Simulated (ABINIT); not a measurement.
Runs of ABINIT 10.8.3 (patched build) on Ba. It takes space group Im-3m (No. 229, cubic). Conventional cell: a = 5.013 Å, b = 5.013 Å, c = 5.013 Å, α = 90.00°, β = 90.00°, γ = 90.00°. Around Ba (site symmetry m-3m) lie 8 Ba at 4.34 Å. 

```csv
task,level,potentials or basis,cell,k mesh,cutoff (eV),smearing,bands in the sums,broadening (eV),scissor shift (eV),tensor components,cell freedom (optcell),gap on the mesh (eV),pressure (GPa)
optical spectrum,LDA,PseudoDojo NC SR LDA v0.4.1 standard,as given,"10 × 10 × 10, with 2 shifts",490,methfessel-paxton 0.1 eV,17,0.1,0,[11],-,-,-1.5
single point,LDA,PseudoDojo NC SR LDA v0.4.1 standard,as given,6 × 6 × 6,490,fermi-dirac 0.05 eV,-,-,-,-,-,none,(a)
relaxation of cell and atoms,PBEsol,JTH PAW PBE v2.0,relaxed,6 × 6 × 6,408,fermi-dirac 0.05 eV,-,-,-,-,2,none,0.0
positron lifetime,PBEsol,JTH PAW PBE v2.0,cell relaxed at zero pressure by an earlier run,6 × 6 × 6,408,fermi-dirac 0.1 eV,-,-,-,-,-,none,0.0
```

Alike in all rows: no spin polarisation.

Task: Estimate the missing entries.

Result: (a) -1.4.

Caveats: the cutoff is short for stress, so the pressure is rough (some runs); this release of the barium file is off (some runs); this set's barium file shifts pressures by 1.5 GPa and gaps by 0.1 eV against other sets (some runs); the PAW data sets were made with another functional, which shifts forces and pressure a little (some runs); the intraband (Drude) term is left out (some runs); spectra need much finer meshes, so this one isn't converged (some runs); independent-particle spectra lack excitons (some runs).

A k mesh can miss the band edges, and the runs leave out spin-orbit coupling on Ba.

A gap of «none» marks a metal or a gap under the smearing width.

Runs at the PBE level aren't shown here.
